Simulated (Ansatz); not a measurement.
CaO

```
CELL_PARAMETERS angstrom
4.00423 0.00000 0.00000
-2.00212 3.46777 0.00000
0.00000 0.00000 4.80831
ATOMIC_POSITIONS crystal
Ca 0.33333 0.66667 0.93800
Ca 0.66667 0.33333 0.43800
O 0.33333 0.66667 0.43800
O 0.66667 0.33333 0.93800
```

Atoms are numbered in the order listed.

The structure comes from a relaxation in the same program, started in the wurtzite type, and has space group P6_3/mmc. Whether it is a known phase or the ground state wasn't checked. The relaxation left the symmetry of that type.

Levels of theory: DFT, PBE, all-electron LAPW, scalar-relativistic (Ansatz 0.2.0); DFT, PBE, PAW with Ansatz's default frozen-core files, scalar-relativistic (Ansatz 0.2.0); DFT, PBE, all-electron PAW with datasets made for the crystal, scalar-relativistic (Ansatz 0.2.0).

For LAPW: a Γ-centred 12×12×6 k mesh, Fermi–Dirac smearing of 0.05 eV, basis error target 1 meV/atom, no spin polarisation. PAW takes a cutoff of 420 eV at this cell. The crystal-made all-electron datasets (AE datasets) take a cutoff of 300 eV at this cell. The Ansatz runs share mesh, smearing and spin set-up. Values come from LAPW unless marked.

| Property | Result |
| --- | --- |
| Band gap | 3.14 eV, direct at Γ |
| Löwdin charges (with 0.63 e of the cell spilling out of the atomic basis, so their sizes and signs hang on that basis) | Ca1 1.65, O3 -1.34 e |
| Bader charges (from the PAW run) | Ca1 +1.48, O3 -1.48 e |
| Field gradients Vzz (crystal-made datasets) | Ca1 -0.80 (η = 0.00), O3 -0.49 (η = 0.00) in 10²¹ V/m² |
| Volume per atom | 16.69 Å³ |
| Pressure at this cell | 0.00 GPa |
